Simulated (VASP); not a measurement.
# BN: relaxation of cell and atoms with optB86b-vdW

The system is BN.

```
CELL_PARAMETERS angstrom
1.25112 0.72234 3.37293
-1.25112 0.72234 3.37293
0.00000 -1.44467 3.37293
ATOMIC_POSITIONS crystal
N 0.66724 0.66724 0.66724
B 0.00033 0.00033 0.00033
```

The cell is a database's computed one.

```json
{
  "Program": "VASP 6.6.1",
  "Task": "relaxation of cell and atoms",
  "Functional": "optB86b-vdW",
  "Potentials or basis": "VASP PAW PBE potentials, release 64 (N, B)",
  "Cutoff": "600 eV",
  "k mesh": "12 × 12 × 12",
  "Occupations": "fermi-dirac, width 0.05 eV",
  "Spin": "no spin polarisation",
  "Further INCAR settings": "ALGO = Normal; EDIFF = 1e-06; IBRION = 2; EDIFFG = -0.005; NSW = 40; ISIF = 3"
}
```

```
Relaxed volume                         : 8.77 Å³/atom
Relaxed cell                           : a = 3.522 Å, b = 3.522 Å, c = 3.522 Å, α = 41.79°, β = 41.79°, γ = 41.79°
Space group after relaxing (to 0.05 Å) : R3m (No. 160)
Energy gained by relaxing              : 3.2 meV/atom
Ionic steps                            : 13
Pressure after relaxing                : 0.0 GPa
Band gap on the k mesh                 : 4.12 eV, indirect (least direct gap 4.70 eV)
```

Step by step:
| step | energy change (eV) | largest force (eV/Å) | pressure (GPa) | volume (Å³) |
| --- | --- | --- | --- | --- |
| 1 | 0.0000 | 0.0013 | 2.23 | 18.29 |
| 2 | 0.0040 | 0.0038 | -5.44 | 18.63 |
| 3 | -0.0020 | 0.0005 | -0.65 | 18.41 |
| 4 | -0.0026 | 0.0015 | -0.61 | 18.34 |
| 5 | -0.0042 | 0.0050 | -0.53 | 18.14 |
| 6 | -0.0061 | 0.0137 | -0.25 | 17.73 |
| 7 | -0.0030 | 0.0413 | 0.58 | 16.90 |
| 8 | -0.0063 | 0.0178 | -0.13 | 17.58 |
| 9 | -0.0063 | 0.0187 | -0.10 | 17.54 |
| 10 | -0.0061 | 0.0453 | 0.76 | 17.49 |
| 11 | -0.0063 | 0.0054 | 0.07 | 17.53 |
| 12 | -0.0063 | 0.0213 | -0.29 | 17.55 |
| 13 | -0.0064 | 0.0000 | 0.00 | 17.54 |

Final structure:
```cif
data_structure
_symmetry_space_group_name_H-M 'P 1'
_symmetry_Int_Tables_number 1
_cell_length_a 3.5217
_cell_length_b 3.5217
_cell_length_c 3.5217
_cell_angle_alpha 41.786
_cell_angle_beta 41.786
_cell_angle_gamma 41.786
_cell_volume 17.54
loop_
_atom_site_label
_atom_site_type_symbol
_atom_site_fract_x
_atom_site_fract_y
_atom_site_fract_z
_atom_site_occupancy
N1 N 0.66734 0.66734 0.66734 1
B1 B 0.00023 0.00023 0.00023 1
```

Levels at points of the mesh, in eV from the valence-band top:
```
           k point  band 2  band 3  band 4  band 5  band 6  band 7
(0.00, 0.00, 0.00)   -3.82   -1.31   -1.31    5.35   11.64   11.64
(0.50, 0.00, 0.00)   -8.89   -4.04   -0.50    5.33    9.96   13.16
(0.50, 0.50, 0.00)   -8.70   -4.13   -1.28    4.12    9.82   14.46
(0.50, 0.50, 0.50)   -6.34   -1.34   -1.34   10.55   11.54   11.54
```

Wall time 10 min on 1 thread of Intel(R) Xeon(R) Platinum 8375C CPU @ 2.90GHz (Ice Lake), on a shared host, peak memory 0.37 GiB.

Caveat: the PAW data sets were made with another functional, which shifts forces and pressure a little. A k mesh can miss the band edges.
